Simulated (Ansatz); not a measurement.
Two G0W0 runs on MgO (Periclase).

The database entry behind the starting cell differs from later determinations by our own check (about 0.1 % long), so it need not match the best structure at ambient conditions.

```xyz
2
Lattice="0.0000 2.1085 2.1085 2.1085 0.0000 2.1085 2.1085 2.1085 0.0000" Properties=species:S:1:pos:R:3 pbc="T T T"
Mg    0.0000    0.0000    0.0000
O     2.1085    2.1085    2.1085
```

The cell and positions come from the Crystallography Open Database and are kept as given unless a step says otherwise. PAW set soft_2, made with PBE.

The first (Ansatz 0.2.0; start PBE, 6×6×6 mesh, 55 empty bands, screening to 120 eV; 1 × NVIDIA H100 80GB HBM3 (shared by 6 runs) with 3 threads of AMD EPYC 7R13 (Zen 3), shared host) gave, on its mesh: starting gap 4.71 eV, G0W0 gap 7.02 eV, RPA ε∞ (mean) 3.07, 8.6 s.

The second changes start from PBE to LDA. What does it give?

It gave: starting gap 4.62 eV, G0W0 gap 7.04 eV, RPA ε∞ (mean) 3.14, 9.5 s. The G0W0 gap moves by +0.02 eV, −0.09 eV from the start and +0.11 eV from the correction. Σc changes by −0.03 eV at the valence top and −0.07 eV at the conduction bottom, and Σx − Vxc between them by +0.15 eV.

Limits: not at the basis limit.

[Paths, hosts, dates, memory and timing lines, banners, echoed tables and standing remarks are left out of the program output.]

[Logs are printed without paths, hosts, clocks, repeated set-up lines and the standing remarks that a program may print on its own settings, such as how far it seeks lower states.]

[Runs of the session that timed out or met a known fault of the program may be left out.]

[Cells called generated may have been cut or substituted from an entry of the Crystallography Open Database or the Materials Project.]

[Hosts, paths, dates, database ids (printed as entryN), source tags and the programs' standing remarks are cut or masked in the printed files.]
